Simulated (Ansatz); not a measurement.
## Structure types of Sn compared at 180 GPa

Structure types of Sn are relaxed in primitive cells with their symmetry kept at 180 GPa, on PAW files; LAPW relaxes the small cells further and takes the PAW cell for the others (marked *). The enthalpy is E + pV at zero temperature, without zero-point motion. Only the types listed were tried, and differences under about 5 meV/atom are mesh noise. Not among the end structures: fcc, which may lie lower.

Computed with Ansatz 0.2.0; functional PBE, scalar-relativistic. Settings: Fermi–Dirac smearing of 0.08 eV, no spin polarisation. Methods: LAPW: all electrons, basis error target 0.5 meV/atom; PAW: frozen-core files, cutoff 420 eV.

k meshes: bcc 18×18×18, hcp 16×16×9, dhcp 13×13×4, diamond 13×13×13, beta tin 17×17×17.

Spin–orbit coupling is left out, which matters for the heavy atoms.

Q: Which type is lowest in enthalpy, and by how much?

A: hcp, 4 meV/atom below bcc, which is within the noise of the k meshes. The whole table:

```json
{"start type": "bcc", "ends as": "bcc, Im-3m", "a, b, c (Å)": "3.018, 3.018, 3.018", "V (Å³/atom)": "13.75", "H − H(lowest), LAPW (meV/atom)": "3.5", "same, PAW": "3.1"}
{"start type": "hcp", "ends as": "hcp, P6_3/mmc", "a, b, c (Å)": "2.695, 2.695, 4.364", "V (Å³/atom)": "13.72", "H − H(lowest), LAPW (meV/atom)": "0.0", "same, PAW": "0.0"}
{"start type": "dhcp*", "ends as": "dhcp, P6_3/mmc", "a, b, c (Å)": "2.692, 2.692, 8.783", "V (Å³/atom)": "13.78", "H − H(lowest), LAPW (meV/atom)": "77.9", "same, PAW": "77.9"}
{"start type": "diamond", "ends as": "diamond, Fd-3m", "a, b, c (Å)": "5.119, 5.119, 5.119", "V (Å³/atom)": "16.77", "H − H(lowest), LAPW (meV/atom)": "4789.7", "same, PAW": "4788.8"}
{"start type": "beta tin", "ends as": "beta tin, I4_1/amd", "a, b, c (Å)": "4.714, 4.714, 2.544", "V (Å³/atom)": "14.13", "H − H(lowest), LAPW (meV/atom)": "534.2", "same, PAW": "532.1"}
```
